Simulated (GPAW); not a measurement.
# ZnS (F-43m) in GPAW: notebook, part 3 of 3

GPAW 26.7.0. Earlier steps stand in the parts before.

**6. Band structure, LDA**

The input, run.py:

```python
from ase.dft.bandgap import bandgap
from ase.io import read, write
from ase.units import GPa
from gpaw import GPAW, PW, setup_paths

setup_paths.insert(0, '.')

atoms = read('POSCAR')

calc = GPAW(mode=PW(600),
            xc='LDA',
            kpts={'size': (7, 7, 7), 'gamma': True},
            occupations={'name': 'fermi-dirac', 'width': 0.05},
            nbands=18,
            convergence={'density': 1e-05, 'energy': 1e-05},
            maxiter=150,
            txt='gpaw.txt')
atoms.calc = calc
energy = atoms.get_potential_energy()
forces = atoms.get_forces()
stress = atoms.get_stress()
calc.write('gs.gpw')
write('result.traj', atoms)
print(f'Energy: {energy:.6f} eV')
print('Forces (eV/A):')
print(forces.round(4))
print('Stress (GPa):', (stress / GPa).round(3))
print('Fermi level:', round(calc.get_fermi_level(), 4), 'eV')
print(f'Gap: {bandgap(calc)[0]:.4f} eV, direct: {bandgap(calc, direct=True)[0]:.4f} eV')

path = atoms.cell.bandpath('GXWKGLUWLK,UX', npoints=80, eps=1e-4)
bs_calc = calc.fixed_density(kpts=path, symmetry='off', nbands=28,
                             convergence={'bands': 'CBM+6.0', 'eigenstates': 1e-6}, txt='bands.txt')
bs = bs_calc.band_structure()
bs.write('bs.json')
print(f'Gap on the path: {bandgap(bs_calc)[0]:.4f} eV')
```

The input, POSCAR:

```
ZnS
1.0
    0.0000000000      2.7020000000      2.7020000000
    2.7020000000      0.0000000000      2.7020000000
    2.7020000000      2.7020000000      0.0000000000
Zn S
1 1
Direct
    0.7500000000      0.7500000000      0.7500000000
    0.0000000000      0.0000000000      0.0000000000
```

Potentials or basis: PAW data sets generated in the run's folder for this functional, pw.

On the command line:

```sh
$ gpaw-setup -f LDA S Zn
$ OMP_NUM_THREADS=1 python run.py
```

gpaw.txt:

```text
__  _  _
 | _ |_)|_||  |
 |__||  | ||/\| - 26.7.0

Input parameters:
  mode=PW(ecut=600.0),
  convergence={'density': 1e-05, 'energy': 1e-05},
  kpts=MonkhorstPack(size=(7, 7, 7), gamma=True),
  maxiter=150,
  nbands=18,
  occupations=Occupations(name='fermi-dirac', width=0.05),
  xc=XC(name='LDA')

Diagonalizing LCAO Hamiltonian
Converting LCAO to pw mode

                    Zn

       S

Atoms  # Å, Bohr magnetons
|   | symbol |        x |        y |        z |    initial magnetic moments |
|---|--------|----------|----------|----------|-----------------------------|
| 0 |     Zn | 4.053000 | 4.053000 | 4.053000 | ( 0.0000,  0.0000,  0.0000) |
| 1 |      S | 0.000000 | 0.000000 | 0.000000 | ( 0.0000,  0.0000,  0.0000) |

Unit cell  # Å
| periodic |        x |        y |        z |  lengths |    angles |
|----------|----------|----------|----------|----------|-----------|
|      yes | 0.000000 | 2.702000 | 2.702000 | 3.821205 | 60.000000 |
|      yes | 2.702000 | 0.000000 | 2.702000 | 3.821205 | 60.000000 |
|      yes | 2.702000 | 2.702000 | 0.000000 | 3.821205 | 60.000000 |

Number of symmetries: 24
Symmetry operations  # r_c * U_cc + t_c -> r_c
|    | kind |            matrix            |
|----|------|------------------------------|
|  0 |  E   |  1, 0, 0,  0, 1, 0,  0, 0, 1 |
|  1 |  σ   |  1, 0, 0,  0, 0, 1,  0, 1, 0 |
|  2 |  σ   |  1, 0,-1,  0, 1,-1,  0, 0,-1 |
|  3 |  C3  |  1, 0,-1,  0, 0,-1,  0, 1,-1 |
|  4 |  C3  |  1,-1, 0,  0,-1, 1,  0,-1, 0 |
|  5 |  σ   |  1,-1, 0,  0,-1, 0,  0,-1, 1 |
|  6 |  σ   |  0, 1, 0,  1, 0, 0,  0, 0, 1 |
|  7 |  C3  |  0, 1, 0,  0, 0, 1,  1, 0, 0 |
|  8 |  C2  |  0, 1,-1,  1, 0,-1,  0, 0,-1 |
|  9 |  S4  |  0, 1,-1,  0, 0,-1,  1, 0,-1 |
| 10 |  C3  |  0, 0, 1,  1, 0, 0,  0, 1, 0 |
| 11 |  σ   |  0, 0, 1,  0, 1, 0,  1, 0, 0 |
| 12 |  S4  |  0, 0,-1,  1, 0,-1,  0, 1,-1 |
| 13 |  C3  |  0, 0,-1,  0, 1,-1,  1, 0,-1 |
| 14 |  S4  |  0,-1, 1,  1,-1, 0,  0,-1, 0 |
| 15 |  C2  |  0,-1, 1,  0,-1, 0,  1,-1, 0 |
| 16 |  C3  |  0,-1, 0,  1,-1, 0,  0,-1, 1 |
| 17 |  S4  |  0,-1, 0,  0,-1, 1,  1,-1, 0 |
| 18 |  S4  | -1, 1, 0, -1, 0, 1, -1, 0, 0 |
| 19 |  C3  | -1, 1, 0, -1, 0, 0, -1, 0, 1 |
| 20 |  C3  | -1, 0, 1, -1, 1, 0, -1, 0, 0 |
| 21 |  S4  | -1, 0, 1, -1, 0, 0, -1, 1, 0 |
| 22 |  σ   | -1, 0, 0, -1, 1, 0, -1, 0, 1 |
| 23 |  C2  | -1, 0, 0, -1, 0, 1, -1, 1, 0 |

BZ-sampling:
  Number of BZ points: 343
  Number of IBZ points: 20

  Monkhorst-Pack size: [7, 7, 7]
  Monkhorst-Pack shift: [0, 0, 0]

K-points  # in reciprocal-cell coordinates
|     |                                coordinates |     weight |
|-----|--------------------------------------------|------------|
|   0 | (  0.00000000,   0.00000000,   0.00000000) | 0.00291545 |
|   1 | (  0.14285714,   0.14285714,   0.00000000) | 0.01749271 |
|   2 | (  0.14285714,   0.14285714,   0.14285714) | 0.02332362 |
|   3 | (  0.28571429,   0.14285714,   0.14285714) | 0.03498542 |
|   4 | (  0.28571429,   0.28571429,   0.00000000) | 0.01749271 |
|   5 | (  0.28571429,   0.28571429,   0.14285714) | 0.06997085 |
|   6 | (  0.28571429,   0.28571429,   0.28571429) | 0.02332362 |
|   7 | (  0.42857143,  -0.28571429,  -0.28571429) | 0.03498542 |
|   8 | (  0.42857143,   0.28571429,  -0.42857143) | 0.13994169 |
|   9 | (  0.42857143,   0.28571429,  -0.28571429) | 0.06997085 |
| ... |                                            |            |
|  19 | (  0.42857143,   0.42857143,   0.42857143) | 0.02332362 |

Plane wave coefficients: 1363
Cutoff: 600.0 eV

Spin-components: 1 (collinear spins)
Bands:           18
Projectors:      11
Spin-degeneracy: 2
Datatype:        complex128

Parallelization:
  kpt:    1
  domain: 1
  band:   1

Density:
  Valence electrons: 18.0
  Components: 1
  Grid points: [24 24 24]
  Charge: 0.0  # |e|

Potential:
  Grid points: [24 24 24]

species:
  Zn:
    name:    Zinc
    Z:       30.0
    valence: 12
    core:    18
    charge:  0.0  # [|e|]
    compensation charges:
      type: gauss
      rc: 0.37  # [Å]
      lmax: 2
    cutoffs:
      filter: 2.14  # [Å]
      core: 2.28  # [Å]
    projectors
    | kind |    occ | energy [eV] | rcut [Å] |
    |------|--------|-------------|----------|
    |   4s |  2.000 |      -6.218 |    1.286 |
    |   4p |  0.000 |      -1.230 |    1.270 |
    |   3d | 10.000 |     -10.426 |    1.180 |
    |    s |        |      20.994 |    1.286 |
    |    p |        |      25.981 |    1.270 |
    |    d |        |      16.786 |    1.180 |

    Using partial waves for Zn as LCAO basis

  S:
    name:    Sulfur
    Z:       16.0
    valence: 6
    core:    10
    charge:  0.0  # [|e|]
    compensation charges:
      type: gauss
      rc: 0.24  # [Å]
      lmax: 2
    cutoffs:
      filter: 1.77  # [Å]
      core: 1.66  # [Å]
    projectors
    | kind |    occ | energy [eV] | rcut [Å] |
    |------|--------|-------------|----------|
    |   3s |  2.000 |     -17.278 |    0.974 |
    |   3p |  4.000 |      -7.106 |    0.979 |
    |    s |        |       9.933 |    0.974 |
    |    p |        |      20.105 |    0.979 |
    |    d |        |       0.000 |    0.900 |

    Using partial waves for S as LCAO basis

Reference energy: -59612.485647  # eV

eigensolver:
  PPCG
  Converge bands: occupied
  niter=2

density mixing:
  MSR1-Mixer
  Pratt-step length: 0.05
  Maximum mixing coefficient: 0.75
  Old densities: 10
  SVD Regularization: 0.005
  Good broyden scale: 1.0
  Trust region scale: 1.0
  Backstep threshold: 4.0
  History deletion threshold: 6.0
  Fourier metric: weight=20.0, sigma=0.015

occupation numbers:
  Fermi-Dirac:
    width: 0.0500  # eV

poisson solver:
  ecut: 4800.0  # eV

xc functional:
  name: None

convergence criteria:
- Maximum integral of absolute [dens]ity change: 1e-05 electrons / valence electron
- Maximum [total energy] change in last 3 cyles: 1e-05 eV / valence electron
- Maximum integral of absolute [eigenst]ate change: 4e-08 eV^2 / valence electron
maximum number of iterations: 150

SCF iterations
|iter     | |      energy | eigst |  dens |
|---------|-|-------------|-------|-------|
|iter:   1| |   -8.637099 | -0.09 |       |
|iter:   2| |   -8.554188 | -1.84 | -1.21 |
|iter:   3| |   -8.279006 | -1.59 | -1.25 |
|iter:   4| |   -8.274575 | -2.86 | -1.80 |
|iter:   5| |   -8.274618 | -4.20 | -2.27 |
|iter:   6| |   -8.274610c| -5.12 | -3.34 |
|iter:   7| |   -8.274617c| -6.47 | -3.68 |
|iter:   8| |   -8.274618c| -6.64 | -4.08 |
|iter:   9| |   -8.274618c| -7.84c| -5.30c|

Converged in 9 steps
Energy contributions relative to reference atoms: (reference = -59612.485647)

Energy contributions:
  Kinetic:           7.541510
  Coulomb:          -6.393472
  Zero:              0.036115
  External:          0.000000
  Xc:               -9.458771
  Entropy:          -0.000000
  Spinorbit:         0.000000
  ----------------------------
  Free energy:      -8.274618
  Extrapolated:     -8.274618

dipole moment: (-14.569600, -14.569600, -14.569600)  # |e|*Ang

Fermi level: 4.393
Eigenvalues  # (at kpt = [0.000, 0.000, 0.000])
| band index |      eig [eV] | occ [0-2] |
|------------|---------------|-----------|
|          0 |        -9.655 |     2.000 |
|          1 |        -2.983 |     2.000 |
|          2 |        -2.983 |     2.000 |
|          3 |        -2.983 |     2.000 |
|          4 |        -2.501 |     2.000 |
|          5 |        -2.501 |     2.000 |
[... 10 lines left out ...]
|         16 |        17.768 |     0.000 |
|         17 |        17.768 |     0.000 |

Gap: 1.858 eV
Transition (v -> c):
  (s=0, k=0, n=8, [0.00, 0.00, 0.00]) -> (s=0, k=0, n=9, [0.00, 0.00, 0.00])
No difference between direct/indirect transitions

Forces  # eV/Ang
|        x |        y |        z |
|----------|----------|----------|
| -0.00000 | -0.00000 | -0.00000 |  # Zn   0
| -0.00000 | -0.00000 |  0.00000 |  # S    1

Stress tensor  # eV/Ang^3
|         x |         y |        z |
|-----------|-----------|----------|
|  0.030657 | -0.000000 | 0.000000 |
| -0.000000 |  0.030657 | 0.000000 |
|  0.000000 |  0.000000 | 0.030657 |

# Writing to gs.gpw (mode='')
```

Run time: 47 s. Hardware: 1 thread of Arm Neoverse V1, shared host; peak memory 0.24 GiB.

What came out:

| Quantity | Value |
| --- | --- |
| Free energy | -8.2746 eV |
| Pressure | -4.9 GPa |
| Band gap on the k mesh | 1.86 eV, direct |
| Band gap along the path | 1.86 eV, direct |

Levels at the corners of the path, in eV from the valence-band top:
| point | band 5 | band 6 | band 7 | band 8 | band 9 | band 10 | band 11 | band 12 | band 13 |
| --- | --- | --- | --- | --- | --- | --- | --- | --- | --- |
| Γ | -5.97 | -5.97 | 0.00 | 0.00 | 0.00 | 1.86 | 6.22 | 6.22 | 6.22 |
| X | -5.90 | -5.75 | -4.66 | -2.25 | -2.25 | 3.18 | 3.88 | 10.69 | 11.74 |
| W | -6.01 | -5.56 | -4.68 | -2.80 | -2.77 | 5.52 | 5.89 | 7.66 | 7.99 |
| K | -5.94 | -5.62 | -4.71 | -3.17 | -1.83 | 3.92 | 5.80 | 9.14 | 9.59 |
| Γ | -5.97 | -5.97 | 0.00 | 0.00 | 0.00 | 1.86 | 6.22 | 6.22 | 6.22 |
| L | -5.94 | -5.76 | -5.38 | -0.88 | -0.88 | 3.09 | 6.75 | 6.75 | 8.61 |
| U | -5.94 | -5.62 | -4.71 | -3.17 | -1.83 | 3.92 | 5.80 | 9.14 | 9.59 |
| W | -6.01 | -5.56 | -4.68 | -2.80 | -2.77 | 5.52 | 5.89 | 7.66 | 7.99 |
| L | -5.94 | -5.76 | -5.38 | -0.88 | -0.88 | 3.09 | 6.75 | 6.75 | 8.61 |
| K | -5.94 | -5.62 | -4.71 | -3.17 | -1.83 | 3.92 | 5.80 | 9.14 | 9.59 |
| U | -5.94 | -5.62 | -4.71 | -3.17 | -1.83 | 3.92 | 5.80 | 9.14 | 9.59 |
| X | -5.90 | -5.75 | -4.66 | -2.25 | -2.25 | 3.18 | 3.88 | 10.69 | 11.74 |

**7. Summary**

| task | level | potentials or basis | band path | band points | gap on the mesh (eV) | pressure (GPa) |
| --- | --- | --- | --- | --- | --- | --- |
| band structure | PBEsol | PAW data sets generated in the run's folder for this functional, pw | GXWKGLUWLK,UX | 80 | 1.97 | -2.0 |
| band structure | MS2 | GPAW PAW data sets (gpaw-data 1.2.1), pw | GXWKGLUWLK,UX | 60 | 2.46 | -0.4 |
| equation of state | LDA | PAW data sets generated in the run's folder for this functional, pw | - | - | - | - |
| band structure | PBE | PAW data sets generated in the run's folder for this functional, pw | GXWKGLUWLK,UX | 80 | 2.10 | 1.6 |
| band structure | LDA | PAW data sets generated in the run's folder for this functional, pw | GXWKGLUWLK,UX | 80 | 1.86 | -4.9 |

Alike in all rows: no spin polarisation; cell as given; k mesh 7 × 7 × 7; cutoff (eV) 600; smearing fermi-dirac 0.05 eV.

Caveats: the PAW data sets were made with another functional, which shifts forces and pressure a little (some runs).

Absolute energies hang on the potentials; compare differences alone.

**8. How close it comes**

Step 2. A measured gap of ZnS is 3.85 eV (direct; 19 K; quoted in “Electronic, vibrational, and thermodynamic properties of ZnS (zincblende and rocksalt structure)”, 2009, arxiv:0911.5022); the calculated 1.97 eV misses it by -1.88 eV. The value is that of PBEsol, without temperature or zero-point motion. Semilocal functionals fall short of measured gaps as a rule.

Step 3. A measured gap of ZnS is 3.85 eV (direct; 19 K; quoted in “Electronic, vibrational, and thermodynamic properties of ZnS (zincblende and rocksalt structure)”, 2009, arxiv:0911.5022); the calculated 2.46 eV misses it by -1.39 eV. The value is that of MS2, without temperature or zero-point motion.

Step 5. Against the measured gap of ZnS, 3.85 eV (direct; 19 K; quoted in “Electronic, vibrational, and thermodynamic properties of ZnS (zincblende and rocksalt structure)”, 2009, arxiv:0911.5022), the calculated 2.10 eV is off by -1.75 eV. The value is that of PBE, without temperature or zero-point motion. Semilocal functionals fall short of measured gaps as a rule.

Step 6. A measured gap of ZnS is 3.85 eV (direct; 19 K; quoted in “Electronic, vibrational, and thermodynamic properties of ZnS (zincblende and rocksalt structure)”, 2009, arxiv:0911.5022); the calculated 1.86 eV misses it by -1.99 eV. So large a miss can be the level of theory's own, or it may mean another phase, state or a wrong row. The value is that of LDA, without temperature or zero-point motion. Semilocal functionals fall short of measured gaps as a rule.
